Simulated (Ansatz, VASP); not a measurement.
**Two plane-wave programs on TiB4**

```
CELL_PARAMETERS angstrom
3.58423 0.00000 0.00000
0.00000 3.58423 0.00000
0.00000 0.00000 3.40387
ATOMIC_POSITIONS crystal
Ti 0.00000 0.00000 0.50000
B 0.24106 0.50000 0.00000
B 0.75894 0.50000 0.00000
B 0.50000 0.24106 0.00000
B 0.50000 0.75894 0.00000
```

Alike in both runs: task single point; functional PBE; k mesh 6 × 6 × 6; occupations gaussian, width 0.1 eV; no spin polarisation.

```csv
,VASP,Ansatz
version,VASP 6.6.1,Ansatz 0.2.0
potentials or method,"VASP PAW PBE potentials, release 64 (Ti_sv, B)","scalar-relativistic, plane waves, PAW"
plane-wave cutoff (eV),520,420
valence electrons in the cell,24,24
```

```tsv
	VASP	Ansatz	Ansatz less VASP
gap on the k mesh at the Fermi level (eV)	none	none	-
rms of the force components (eV/Å)	9.998	9.903	-0.0951
```

Atom by atom the forces differ by 0.095 eV/Å (rms over components). A gap of «none» marks a metal or a gap that the smearing closes. The functional is the same, so the differences come from potentials, cutoffs and numerics.

Caveats: forces of over 1 eV/Å show positions far from the minimum, so gaps and moduli don't describe the material at rest.
